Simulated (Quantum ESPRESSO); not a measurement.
# Zn (P6_3/mmc) in Quantum ESPRESSO: notebook

The runs below take Zn through phonons and electron-phonon coupling, with PBE, LDA.

Everything below comes from runs of Quantum ESPRESSO 7.5. Logs are shortened: lines on timing, memory, paths and dates and some standing lists are left out, and cuts for length are marked.

### 1 Starting point

The structure is hexagonal, space group P6_3/mmc (No. 194). The conventional cell has a = 2.670 Å, b = 2.670 Å, c = 4.966 Å, α = 90.00°, β = 90.00°, γ = 120.00°. Zn (site symmetry -6m2) has 12 Zn at 2.67 to 2.92 Å as nearest neighbours.

(Continued in part 2 of 3.)
